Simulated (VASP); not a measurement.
# MoSe2 (P6_3/mmc) in VASP: notebook, part 3 of 3

VASP 6.6.1. Earlier steps stand in the parts before.

### 4 Relaxation of shape and atoms at fixed volume, PBE+D3(BJ)

INCAR

```
PREC = Accurate ; ENCUT = 600
EDIFF = 1E-7 ; ISMEAR = 0
SIGMA = 0.03 ; LREAL = F
LASPH = T ; NELM = 80
ALGO = Normal ; ISIF = 4
LWAVE = F ; LCHARG = F
GGA = PE ; IVDW = 12
IBRION = 2 ; NSW = 40
EDIFFG = -0.01 ; KPAR = 2
```

KPOINTS

```
regular mesh
0
Gamma
  9 9 2
```

POSCAR

```
MoSe2                                   
1.0
    3.2786626301      0.0000000000      0.0000000000
   -1.6393313151      2.8394051281      0.0000000000
    0.0000000000      0.0000000000     12.7250115947
  Mo              Se            
     2     4
Direct
     0.3333333332999970    0.6666666667000030    0.2500000000000000
     0.6666666667000030    0.3333333332999970    0.7500000000000000
     0.3333333332999970    0.6666666667000030    0.6183309794846110
     0.6666666667000030    0.3333333332999970    0.1183309794846110
     0.3333333332999970    0.6666666667000030    0.8816690205153890
     0.6666666667000030    0.3333333332999970    0.3816690205153890
```

Potentials or basis: VASP PAW PBE potentials, release 64 (Mo_sv, Se).

Started as:

```console
> cat potpaw_PBE.64/Mo_sv/POTCAR potpaw_PBE.64/Se/POTCAR > POTCAR
> mpirun -np 2 vasp_std > vasp.out
```

OUTCAR:

```text
PREC = Accurate
   ENCUT = 600
   EDIFF = 1E-7
   ISMEAR = 0
   LREAL = F
   LASPH = T
   NELM = 80
   ISIF = 4
   GGA = PE
   IVDW = 12
   IBRION = 2
   NSW = 40
   EDIFFG = -0.01
 IVDW          = 12

 ion  position               nearest neighbor table
   1  0.333  0.667  0.250-   4 2.53   6 2.53   4 2.53   6 2.53   4 2.53   6 2.53
   2  0.667  0.333  0.750-   3 2.53   5 2.53   3 2.53   5 2.53   3 2.53   5 2.53
   3  0.333  0.667  0.618-   2 2.53   2 2.53   2 2.53
   4  0.667  0.333  0.118-   1 2.53   1 2.53   1 2.53
   5  0.333  0.667  0.882-   2 2.53   2 2.53   2 2.53
[... 1030 lines left out ...]
  -------------------------------------------------------------------------------------
  Total      -0.00792    -0.00792     0.02161     0.00000    -0.00000    -0.00000
  in kB      -0.10716    -0.10716     0.29226     0.00000    -0.00000    -0.00000
  external pressure =        0.03 kB  Pullay stress =        0.00 kB

 VOLUME and BASIS-vectors are now :
 -----------------------------------------------------------------------------
  energy-cutoff  :      600.00
  volume of cell :      118.46
      direct lattice vectors                 reciprocal lattice vectors
     3.278662630  0.000000000  0.000000000     0.305002409  0.176093223  0.000000000
    -1.639331315  2.839405128  0.000000000     0.000000000  0.352186446  0.000000000
     0.000000000  0.000000000 12.725011595     0.000000000  0.000000000  0.078585390

 POSITION                                       TOTAL-FORCE (eV/Angst)
 -----------------------------------------------------------------------------------
     -0.00000      1.89294      3.18125        -0.000000      0.000000      0.000000
      1.63933      0.94647      9.54376         0.000000      0.000000      0.000000
     -0.00000      1.89294      7.86827        -0.000000      0.000000      0.000053
      1.63933      0.94647      1.50576        -0.000000     -0.000000      0.000053
     -0.00000      1.89294     11.21925        -0.000000      0.000000     -0.000053
      1.63933      0.94647      4.85674        -0.000000     -0.000000     -0.000053
 -----------------------------------------------------------------------------------
    total drift:                               -0.000000      0.000000     -0.000000

  FREE ENERGIE OF THE ION-ELECTRON SYSTEM (eV)
  ---------------------------------------------------
  free  energy   TOTEN  =       -42.6843958050 eV

  energy  without entropy=      -42.6843958050  energy(sigma->0) =      -42.68439580

 reached required accuracy - stopping structural energy minimisation
```

It took 85 s on 2 MPI ranks of AMD EPYC 7R13 (Zen 3), shared host; peak memory 0.3 GiB.

Results:

```yaml
Free_energy: -42.6844 eV
Pressure_after_relaxing: 0.0 GPa
Band_gap_on_the_k_mesh: 0.84 eV, indirect (least direct gap 1.46 eV)
Dispersion_energy_per_atom: -0.479 eV
```

Final structure:
```yaml
crystal:
  lattice:
    - [3.27866, 0.00000, 0.00000]
    - [-1.63933, 2.83941, 0.00000]
    - [0.00000, 0.00000, 12.72501]
  atoms:
    - { symbol: Mo, position: [0.33333, 0.66667, 0.25000] }
    - { symbol: Mo, position: [0.66667, 0.33333, 0.75000] }
    - { symbol: Se, position: [0.33333, 0.66667, 0.61833] }
    - { symbol: Se, position: [0.66667, 0.33333, 0.11833] }
    - { symbol: Se, position: [0.33333, 0.66667, 0.88167] }
    - { symbol: Se, position: [0.66667, 0.33333, 0.38167] }
```

Caveat: the relaxation stopped at its first step, so nothing moved; an odd mesh through Γ misses points on the zone boundary, where band edges often lie.

### 5 Relaxation of shape and atoms at fixed volume, PBE+D3(BJ) (a relaxed cell with its volume scaled by 1.02)

INCAR is that of step 4.

KPOINTS is that of step 4.

POSCAR, as its differences from that of step 4:

```diff
@@ -2,5 +2,5 @@
 1.0
-    3.2786626301      0.0000000000      0.0000000000
-   -1.6393313151      2.8394051281      0.0000000000
-    0.0000000000      0.0000000000     12.7250115947
+    3.3003762604      0.0000000000      0.0000000000
+   -1.6501881303      2.8582096836      0.0000000000
+    0.0000000000      0.0000000000     12.8092856506
   Mo              Se
```

Started as:

```console
> cat potpaw_PBE.64/Mo_sv/POTCAR potpaw_PBE.64/Se/POTCAR > POTCAR
> mpirun -np 2 vasp_std > vasp.out
```

It took 4 min on 2 MPI ranks of AMD EPYC 7R13 (Zen 3), shared host; peak memory 0.31 GiB.

Results (log left out):

```
Free energy                : -42.6790 eV
Energy gained by relaxing  : 2.1 meV/atom
Ionic steps                : 5
Pressure after relaxing    : -0.8 GPa
Band gap on the k mesh     : 0.91 eV, indirect (least direct gap 1.44 eV)
Dispersion energy per atom : -0.469 eV
```

Forces on the atoms (eV/Å):
```
Mo   0.000  0.000  0.000
Mo   0.000  0.000  0.000
Se   0.000  0.000 -0.003
Se   0.000  0.000 -0.003
Se   0.000  0.000  0.003
Se   0.000  0.000  0.003
```

The path:
| step | energy change (eV) | largest force (eV/Å) | pressure (GPa) |
| --- | --- | --- | --- |
| 1 | 0.0000 | 0.2863 | -2.51 |
| 2 | -0.0083 | 0.0268 | -1.41 |
| 3 | -0.0083 | 0.0282 | -1.41 |
| 4 | -0.0114 | 0.0135 | -1.14 |
| 5 | -0.0127 | 0.0027 | -0.82 |

Final structure:
```yaml
crystal:
  lattice:
    - [3.28873, 0.00000, 0.00000]
    - [-1.64437, 2.84812, 0.00000]
    - [0.00000, 0.00000, 12.90017]
  atoms:
    - { symbol: Mo, position: [0.33333, 0.66667, 0.25000] }
    - { symbol: Mo, position: [0.66667, 0.33333, 0.75000] }
    - { symbol: Se, position: [0.33333, 0.66667, 0.62021] }
    - { symbol: Se, position: [0.66667, 0.33333, 0.12021] }
    - { symbol: Se, position: [0.33333, 0.66667, 0.87979] }
    - { symbol: Se, position: [0.66667, 0.33333, 0.37979] }
```

Levels at points of the mesh, in eV from the valence-band top:
```csv
k point,band 24,band 25,band 26,band 27,band 28,band 29
"(0.00, 0.00, 0.00)",-1.11,-0.76,0.00,2.48,2.48,2.56
"(0.00, 0.00, 0.50)",-1.48,-0.17,-0.17,2.50,2.50,2.50
```

Caveat: an odd mesh through Γ misses points on the zone boundary, where band edges often lie.

### 6 Relaxation of shape and atoms at fixed volume, PBE+D3(BJ) (a relaxed cell with its volume scaled by 1.04)

INCAR is that of step 5.

KPOINTS is that of step 5.

POSCAR, as its differences from that of step 5:

```diff
@@ -2,5 +2,5 @@
 1.0
-    3.3003762604      0.0000000000      0.0000000000
-   -1.6501881303      2.8582096836      0.0000000000
-    0.0000000000      0.0000000000     12.8092856506
+    3.3218078756      0.0000000000      0.0000000000
+   -1.6609039379      2.8767700068      0.0000000000
+    0.0000000000      0.0000000000     12.8924651609
   Mo              Se
```

Potentials or basis: VASP PAW PBE potentials, release 64 (Mo_sv, Se).

Started as:

```console
> cat potpaw_PBE.64/Mo_sv/POTCAR potpaw_PBE.64/Se/POTCAR > POTCAR
> mpirun -np 2 vasp_std > vasp.out
```

Run time: 5.7 min. Hardware: 2 MPI ranks of AMD EPYC 7R13 (Zen 3), shared host; peak memory 0.32 GiB.

It converged, with:

```yaml
Free_energy: -42.6626 eV
Energy_gained_by_relaxing: 8.3 meV/atom
Ionic_steps: 7
Pressure_after_relaxing: -1.5 GPa
Largest_force_after_relaxing: 0.006 eV/Å
Band_gap_on_the_k_mesh: 0.98 eV, indirect (least direct gap 1.43 eV)
Dispersion_energy_per_atom: -0.460 eV
```

Forces on the atoms (eV/Å):
```
Mo   0.000  0.000  0.000
Mo   0.000  0.000  0.000
Se   0.000  0.000  0.006
Se   0.000  0.000  0.006
Se   0.000  0.000 -0.006
Se   0.000  0.000 -0.006
```

Step by step:
```csv
step,energy change (eV),largest force (eV/Å),pressure (GPa)
1,0.0000,0.5508,-4.75
2,-0.0314,0.0664,-2.75
3,-0.0314,0.0581,-2.71
4,-0.0436,0.0276,-2.17
5,-0.0496,0.0113,-1.42
6,-0.0496,0.0127,-1.40
7,-0.0496,0.0063,-1.48
```

Final structure:
```
Mo Se
1.0
     3.29653    0.00000    0.00000
    -1.64827    2.85488    0.00000
     0.00000    0.00000   13.09092
Mo Se
2 4
Direct
  0.33333 0.66667 0.25000
  0.66667 0.33333 0.75000
  0.33333 0.66667 0.62211
  0.66667 0.33333 0.12211
  0.33333 0.66667 0.87789
  0.66667 0.33333 0.37789
```

Levels at points of the mesh, in eV from the valence-band top:
| k point | band 22 | band 23 | band 24 | band 25 | band 26 | band 27 | band 28 | band 29 | band 30 | band 31 |
| --- | --- | --- | --- | --- | --- | --- | --- | --- | --- | --- |
| (0.00, 0.00, 0.00) | -1.42 | -1.42 | -1.03 | -0.84 | 0.00 | 2.52 | 2.52 | 2.58 | 2.58 | 2.69 |
| (0.00, 0.00, 0.50) | -1.44 | -1.44 | -1.44 | -0.18 | -0.18 | 2.54 | 2.54 | 2.54 | 2.54 | 2.79 |

Caveat: an odd mesh through Γ misses points on the zone boundary, where band edges often lie.

### 7 Summary

| cell | gap on the mesh (eV) | pressure (GPa) | largest force (eV/Å) |
| --- | --- | --- | --- |
| atoms relaxed at fixed volume from: a relaxed cell with its volume scaled by 0.96 | 0.71 | 2.4 | 0.01 |
| atoms relaxed at fixed volume from: a relaxed cell with its volume scaled by 0.98 | 0.78 | 1.1 | - |
| atoms relaxed at fixed volume | 0.84 | 0.0 | - |
| atoms relaxed at fixed volume from: a relaxed cell with its volume scaled by 1.02 | 0.91 | -0.8 | - |
| atoms relaxed at fixed volume from: a relaxed cell with its volume scaled by 1.04 | 0.98 | -1.5 | 0.01 |

Alike in all rows: task relaxation of shape and atoms at fixed volume; level PBE+D3(BJ); potentials or basis VASP PAW PBE potentials, release 64 (Mo_sv, Se); no spin polarisation; k mesh 9 × 9 × 2; cutoff (eV) 600; smearing gaussian 0.03 eV.

Caveats: an odd mesh through Γ misses points on the zone boundary, where band edges often lie; the relaxation stopped at its first step, so nothing moved (some runs).

Total energies depend on the potentials used, so only differences within one code and one set of settings carry meaning.
